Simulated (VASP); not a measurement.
Here is a VASP 6.6.1 calculation.

INCAR

```
ALGO = Normal
EDIFF = 1E-6
ENCUT = 520
GGA_COMPAT = F
ISIF = 2
ISMEAR = 0
KPAR = 2
LASPH = T
LCHARG = F
LNONCOLLINEAR = T
LORBIT = 11
LREAL = F
LSORBIT = T
LWAVE = F
MAGMOM = 0 0 0 0 0 0
NELM = 100
PREC = Accurate
SIGMA = 0.02
```

File KPOINTS:

```
k-points
0
Gamma
  6 6 6
```

Contents of POSCAR:

```
TePb
1.0
    0.0000000000      3.2310000000      3.2310000000
    3.2310000000      0.0000000000      3.2310000000
    3.2310000000      3.2310000000      0.0000000000
Pb Te
1 1
Direct
    0.0000000000      0.0000000000      0.0000000000
    0.5000000000      0.5000000000      0.5000000000
```

File KPOINTS_OPT:

```
path GXWKGLUWLK,UX
15
line-mode
reciprocal
 0.0000000000  0.0000000000  0.0000000000  G
 0.5000000000  0.0000000000  0.5000000000  X

 0.5000000000  0.0000000000  0.5000000000  X
 0.5000000000  0.2500000000  0.7500000000  W

 0.5000000000  0.2500000000  0.7500000000  W
 0.3750000000  0.3750000000  0.7500000000  K

 0.3750000000  0.3750000000  0.7500000000  K
 0.0000000000  0.0000000000  0.0000000000  G

 0.0000000000  0.0000000000  0.0000000000  G
 0.5000000000  0.5000000000  0.5000000000  L

 0.5000000000  0.5000000000  0.5000000000  L
 0.6250000000  0.2500000000  0.6250000000  U

 0.6250000000  0.2500000000  0.6250000000  U
 0.5000000000  0.2500000000  0.7500000000  W

 0.5000000000  0.2500000000  0.7500000000  W
 0.5000000000  0.5000000000  0.5000000000  L

 0.5000000000  0.5000000000  0.5000000000  L
 0.3750000000  0.3750000000  0.7500000000  K

 0.6250000000  0.2500000000  0.6250000000  U
 0.5000000000  0.0000000000  0.5000000000  X
```

Potentials or basis: VASP PAW LDA potentials, release 64 (Pb_d, Te).

Command:

```sh
$ cat potpaw_LDA.64/Pb_d/POTCAR potpaw_LDA.64/Te/POTCAR > POTCAR
$ mpirun -np 2 vasp_ncl > vasp.out
```

**Question.** Predict the pressure.

**Answer.** -1.8 GPa.
